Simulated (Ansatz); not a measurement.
**Stiffness of LiH from strained cells**

```
CELL_PARAMETERS angstrom
0.00000 2.03250 2.03250
2.03250 0.00000 2.03250
2.03250 2.03250 0.00000
ATOMIC_POSITIONS crystal
Li 0.00000 0.00000 0.00000
H 0.50000 0.50000 0.50000
```

Atoms are numbered in the order listed.

The conventional cell has a = 4.065 Å, b = 4.065 Å, c = 4.065 Å, α = 90.00°, β = 90.00°, γ = 90.00°. Li (atom 1) is surrounded by 6 H at 2.03 Å. Around H (atom 2) lie 6 Li at 2.03 Å.

The cell is COD entry 1010896, as deposited and not checked against the literature; nothing was relaxed. It differs from other determinations.

Theory: Ansatz 0.2.0, DFT, PBE, all-electron LAPW, scalar-relativistic.

The runs use a Γ-centred 11×11×11 k mesh, Fermi–Dirac smearing of 0.03 eV, basis error target 1 meV/atom, no spin polarisation.

The unstrained cell is at -1.47 GPa. Large strains and very small stresses are left out. Each strain is applied once, with fractional coordinates held (clamped ions), and σ below is the change of stress, positive in tension. One finite strain gives stress–strain coefficients at this pressure with an error of the order of the strain times third-order constants, a few per cent for each per cent of strain.

Task: Estimate the stiffness probed by this change, and the stress that it gives: x and y strained by +1 %, z held.

Result: σxx = 0.78 GPa, σzz = 0.23 GPa and εxx = εyy = 0.0100, so C12 = σzz/(2εxx) = 11 GPa and C11 + C12 = σxx/εxx = 78 GPa.

Task: With z strained by -3 % at fixed volume, the run gives σzz − σxx = -2.83 GPa and εzz − εxx = -0.0453. Which stiffness follows?

Result: C11 − C12 = (σzz − σxx)/(εzz − εxx) = 63 GPa.

Task: What do those two numbers (x and y strained by +1 %, z held) give for C11, and is the cell stable to tetragonal shear?

Result: C11 = 78 − 11 = 67 GPa and C11 − C12 = 56 GPa: positive, so stable to it.
